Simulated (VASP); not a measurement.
# BN: relaxation of shape and atoms at fixed volume with LDA

Crystal: BN.

```
B N
1.0
     2.56326    0.00000    0.00000
    -1.28163    2.21985    0.00000
     0.00000    0.00000    6.64929
B N
2 2
Direct
  0.33333 0.66667 0.25000
  0.66667 0.33333 0.75000
  0.33333 0.66667 0.75000
  0.66667 0.33333 0.25000
```

The cell isn't the ideal one: a relaxed cell with its volume scaled by 1.09.

```
Program                : VASP 6.6.1
Task                   : relaxation of shape and atoms at fixed volume
Functional             : LDA
Potentials or basis    : VASP PAW LDA potentials, release 64 (B, N)
Cutoff                 : 520 eV
k mesh                 : 15 × 15 × 6
Occupations            : gaussian, width 0.02 eV
Spin                   : no spin polarisation
Further INCAR settings : ALGO = Normal; EDIFF = 1e-07; IBRION = 2; EDIFFG = -0.002; NSW = 80; ISIF = 4
```

```json
{
 "Energy gained by relaxing": "45.0 meV/atom",
 "Ionic steps": "16",
 "Pressure after relaxing": "-1.7 GPa",
 "Band gap on the k mesh": "4.22 eV, indirect (least direct gap 4.54 eV)"
}
```

Step by step:
```csv
step,energy change (eV),largest force (eV/Å),pressure (GPa),volume (Å³)
1,0.0000,0.0000,-19.06,37.83
2,-0.1791,0.0000,-2.83,37.83
3,-0.1798,0.0000,-1.65,37.83
4,-0.1798,0.0000,-2.02,37.83
5,-0.1798,0.0000,-2.01,37.83
6,-0.1798,0.0000,-1.99,37.83
7,-0.1798,0.0000,-1.99,37.83
8,-0.1798,0.0000,-1.99,37.83
9,-0.1798,0.0000,-1.99,37.83
10,-0.1798,0.0000,-1.99,37.83
11,-0.1798,0.0000,-1.98,37.83
12,-0.1798,0.0000,-1.98,37.83
13,-0.1798,0.0000,-1.95,37.83
14,-0.1798,0.0000,-1.91,37.83
15,-0.1798,0.0000,-1.83,37.83
16,-0.1798,0.0000,-1.69,37.83
```

Final structure:
```cif
data_structure
_symmetry_space_group_name_H-M 'P 1'
_symmetry_Int_Tables_number 1
_cell_length_a 2.4942
_cell_length_b 2.4942
_cell_length_c 7.0227
_cell_angle_alpha 90.000
_cell_angle_beta 90.000
_cell_angle_gamma 120.000
_cell_volume 37.83
loop_
_atom_site_label
_atom_site_type_symbol
_atom_site_fract_x
_atom_site_fract_y
_atom_site_fract_z
_atom_site_occupancy
B1 B 0.33333 0.66667 0.25000 1
B2 B 0.66667 0.33333 0.75000 1
N1 N 0.33333 0.66667 0.75000 1
N2 N 0.66667 0.33333 0.25000 1
```

Levels at points of the mesh, in eV from the valence-band top:
```
           k point  band 4  band 5  band 6  band 7  band 8  band 9  band 10  band 11  band 12
(0.00, 0.00, 0.00)   -4.48   -1.33   -1.33   -1.31   -1.31    4.59     9.34    11.54    11.54
(0.00, 0.00, 0.50)   -5.41   -1.32   -1.32   -1.32   -1.32    6.71     6.71    11.58    11.58
```

It took 3.1 min on 1 thread of AMD EPYC 7R13 Processor (Zen 3), on a shared host, peak memory 0.13 GiB.

Caveat: an odd mesh through Γ misses points on the zone boundary, where band edges often lie.
